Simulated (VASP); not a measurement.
A run of VASP 6.6.1 is set up as follows.

The input INCAR:

```
SYSTEM = Ni
  PREC = Accurate
  ENCUT = 520
  EDIFF = 1E-7
  ISMEAR = 1
  SIGMA = 0.2
  LREAL = .False.
  LASPH = .True.
  NELM = 120
  ALGO = Fast
  ISIF = 2
  LWAVE = .False.
  LCHARG = .False.
  ISPIN = 2
  MAGMOM = 0.8
  LORBIT = 11
  LMAXMIX = 4
  GGA = PE
```

File KPOINTS:

```
regular mesh
0
Gamma
  20 20 20
  0 0 0
```

POSCAR

```
Ni                                      
1.0
    0.0000000000      1.8102441784      1.8102441784
    1.8102441784      0.0000000000      1.8102441784
    1.8102441784      1.8102441784      0.0000000000
  Ni            
     1
Direct
     0.0000000000000000    0.0000000000000000    0.0000000000000000
```

Potentials or basis: VASP PAW PBE potentials, release 64 (Ni).

Run with:

```sh
$ cat potpaw_PBE.64/Ni/POTCAR > POTCAR
$ mpirun -np 1 vasp_std > vasp.out
```

(1) Predict the band gap on the k mesh.

(2) Predict the net moment.

(3) Estimate the pressure.

(4) Estimate the site moments.

Answers

(1) none (metal or under the smearing width).

(2) 0.64 μB per cell.

(3) -13.7 GPa.

(4) Ni +0.66 μB.
